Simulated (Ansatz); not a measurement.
# Si: the cost of one run

Method: DFT LDA, scalar-relativistic, plane waves, PAW, in Ansatz 0.2.0.

2 further runs of the same task are left out: 2 set aside as unsound or not needed.

## (1) The system as given

It takes space group P6_3/mmc (No. 194, hexagonal). Conventional cell: a = 3.802 Å, b = 3.802 Å, c = 6.289 Å, α = 90.00°, β = 90.00°, γ = 120.00°. Si (site symmetry 3m) has 4 Si at 2.33 to 2.35 Å as nearest neighbours.

As a file:

```xyz
8
Lattice="-3.8020 0.0000 0.0000 -1.9010 -3.2926 0.0000 0.0000 0.0000 12.5782" Properties=species:S:1:pos:R:3 pbc="T T T"
Si   -1.9010   -1.0975    0.3964
Si   -1.9010   -1.0975    6.6855
Si   -3.8020   -2.1951    3.5410
Si   -3.8020   -2.1951    9.8301
Si   -1.9010   -1.0975    2.7481
Si   -1.9010   -1.0975    9.0373
Si   -3.8020   -2.1951    5.8927
Si   -3.8020   -2.1951   12.1818
```

It goes back to an entry of the Materials Project, which need not be the stable form.

It is built from the cell relaxed beforehand with the same method (19.68 Å³/atom).

## (2) Zero of energy

The cell is repeated 2 times, 8 atoms in all. The reference gives a free energy of -4869.1063 eV, pressure 0.01 GPa, largest force 0.000 eV/Å and gap on the mesh 0.27 eV. It was computed beforehand with the settings of the runs below.

## (3) Next: sliding across a plane

The cut lies on the cell's a–b face, a (0 0 1) plane of area 12.52 Å², between layers 2.35 Å apart (Si below, Si above); the cell is 12.6 Å thick. Vector c is tilted by f times 1·a + 1·b (length 6.585 Å) with the atoms' Cartesian places fixed: one unrelaxed fault per cell.

## (4) At f = 0.167

Contents of input.yaml:

```yaml
crystal:
  lattice:
    - [-3.801975485, 0.0, 0.0]
    - [-1.9009877425, -3.2926073546, 0.0]
    - [-0.95068397, -0.548877646, 12.5782403681]
  atoms:
    - { symbol: Si, position: [0.1822170085, 0.1822170085, 0.9065166459] }
    - { symbol: Si, position: [0.2655670085, 0.2655670085, 0.4065166459] }
    - { symbol: Si, position: [0.6405753418, 0.6405753418, 0.1565166459] }
    - { symbol: Si, position: [0.5572253418, 0.5572253418, 0.6565166459] }
    - { symbol: Si, position: [0.3177496582, 0.3177496582, 0.0934833541] }
    - { symbol: Si, position: [0.2343996582, 0.2343996582, 0.5934833541] }
    - { symbol: Si, position: [0.6094079915, 0.6094079915, 0.3434833541] }
    - { symbol: Si, position: [0.5260579915, 0.5260579915, 0.8434833541] }
basis:
  ecutwfc: 420
kpoints:
  mp_grid: { grid: [10, 10, 3] }
hamiltonian:
  xc: lda
scf:
  occupations: { method: gaussian, width: 0.03 }
output:
  forces: true
  stress: true
  eigenvalues: true
```

Command:

```sh
ansatz run input.yaml --threads 2 --pin off --max-ram 5120MiB --backend cpu --events-out ev --progress --plain --runs-dir out
```

**Question.** How long does this run take on 2 threads of Intel Xeon 6975P-C (Granite Rapids), shared host, and how much memory does it need?

About 6.2 s, with a peak of 0.56 GiB.
